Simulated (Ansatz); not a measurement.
The system is Ge.

```
Ge
1.0
     1.48805   -2.59469    0.00000
     1.48805    2.59469    0.00000
     0.00000    0.00000    4.72760
Ge
2
Direct
  0.33345 0.66655 0.25000
  0.66655 0.33345 0.75000
```

This isn't the form of Ge at room conditions, which is diamond.

* Program: Ansatz 0.2.0
* Task: single point
* Functional: PBEsol
* Potentials or basis: all-electron LAPW, scalar-relativistic
* Cutoff: 199 eV (chosen from the basis error)
* Basis error allowed: 0.001 eV/atom
* k mesh: 10 × 10 × 6
* Occupations: fermi-dirac, width 0.05 eV
* Spin: no spin polarisation

On this cell: pressure 0.5 GPa; largest force under 0.003 eV/Å; band gap on the k mesh none (metal or under the smearing width).

The same run follows on a disturbed copy (atoms moved at random, drawn with an rms of 0.05 Å):

```xyz
2
Lattice="1.4881 -2.5947 0.0000 1.4881 2.5947 0.0000 0.0000 0.0000 4.7276" Properties=species:S:1:pos:R:3 pbc="T T T"
Ge    1.4977    0.9140    1.1971
Ge    1.5104   -0.8905    3.5233
```

Problem. What does the disturbed cell give?

Solution. The energy (extrapolated to zero smearing) moves by -0.0 meV/atom; pressure 0.6 GPa; largest force 0.023 eV/Å; band gap on the k mesh none (metal or under the smearing width).

Forces on the atoms (eV/Å):
```
Ge   0.000 -0.011 -0.020
Ge   0.000  0.011  0.020
```

Stress tensor (GPa, compression positive):
```
-0.16  0.02 -0.03
 0.02 -0.35  0.05
-0.03  0.05  2.28
```
